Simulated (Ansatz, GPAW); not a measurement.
TaN: programs and potentials compared

```xyz
2
Lattice="0.0000 2.2113 2.2113 2.2113 0.0000 2.2113 2.2113 2.2113 0.0000" Properties=species:S:1:pos:R:3 pbc="T T T"
Ta    2.2113    2.2113    2.2113
N     0.0000    0.0000    0.0000
```

The cell comes from a database or a generator and needn't be the stable form of this composition.

Alike in all runs: task band structure; functional RPBE; k mesh 10 × 10 × 10; occupations fermi-dirac, width 0.05 eV; no spin polarisation; no spin-orbit coupling. Pressure is positive in compression and, in plane waves, holds the error of the finite cutoff, which Ansatz's Pulay term estimates and takes out.

```json
{"program and potentials": "Ansatz, Ansatz PAW", "plane-wave cutoff (eV)": "420", "notes": "potentials made for PBE, which Ansatz adapts in part; Pulay term of +0.44 GPa included", "pressure (GPa)": "3.30"}
{"program and potentials": "GPAW, the program's PAW data sets (release 1.2.1) made for this functional", "plane-wave cutoff (eV)": "800", "notes": "-", "pressure (GPa)": "3.99"}
{"program and potentials": "Ansatz, all-electron LAPW, scalar-relativistic", "plane-wave cutoff (eV)": "-", "notes": "-", "pressure (GPa)": "3.46"}
```

The pressure spans 3.30 (Ansatz, Ansatz PAW) to 3.99 GPa (GPAW, the program's PAW data sets (release 1.2.1) made for this functional), with all-electron results at 3.46. Some sets were made for another functional than the one run, which can shift their rows.

Differences between rows come from potentials, basis sets and numerical settings, since the functional is the same but for its coding. Runs on potential files found faulty are left out.

All three calculations put this rocksalt TaN cell under compression, so RPBE would favour a larger volume. This fits the functional's known tendency to weaken bonds and expand lattices through its stronger gradient enhancement of exchange. Mixed Ta 5d-N 2p covalent bonding makes the nitride stiff, so even a slight mismatch in lattice parameter produces a noticeable pressure, and the spread between the rows corresponds to only a very small difference in equilibrium size.

The Ansatz PAW value lies closer to the all-electron result than the GPAW value does, although only the GPAW data sets were made for RPBE. Matching the functional therefore doesn't by itself secure the closest pressure. The closeness of the Ansatz pair may be partly fortuitous, since the Pulay term exceeds the difference between them. A finite plane-wave basis usually lowers the apparent pressure, so GPAW's higher value probably reflects its data sets more than its cutoff. Agreement in pressure at one volume doesn't establish equal agreement in the bands.
